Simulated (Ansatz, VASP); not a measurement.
## One calculation of BaS, two programs

```xyz
2
Lattice="0.0000 3.1938 3.1938 3.1938 0.0000 3.1938 3.1938 3.1938 0.0000" Properties=species:S:1:pos:R:3 pbc="T T T"
Ba    0.0000    0.0000    0.0000
S     3.1938    3.1938    3.1938
```

Alike in both runs: task Born charges and dielectric tensor; functional PBE; k mesh 7 × 7 × 7; no spin polarisation.

|  | VASP | Ansatz |
| --- | --- | --- |
| version | VASP 6.6.1 | Ansatz 0.2.0 |
| potentials or method | VASP PAW PBE potentials, release 64 (Ba_sv, S) | Ansatz PAW |
| plane-wave cutoff (eV) | 520 | 420 |
| occupations | fermi-dirac, width 0.05 eV | fixed |
| valence electrons in the cell | 16 | 16 |

|  | VASP | Ansatz | Ansatz less VASP |
| --- | --- | --- | --- |
| gap on the k mesh at the Fermi level (eV) | 2.17 | 2.26 | +0.097 |
| least direct gap on the mesh (eV) | 2.31 | 2.38 | +0.065 |
| mean electronic dielectric constant | 4.90 | 4.79 | -0.112 |
| mean Born charge of the atom that differs most (e) | 2.62 | 2.61 | -0.012 |

Caveats: spin-orbit coupling is left out, which moves the levels of the heavy elements; an odd mesh through Γ misses points on the zone boundary, where band edges often lie (VASP); odd divisions of the mesh miss points on the zone boundary, where band edges often lie, so the gap on the mesh can be too wide (Ansatz). A hybrid or GW would open this gap; PBE tends to underestimate it.
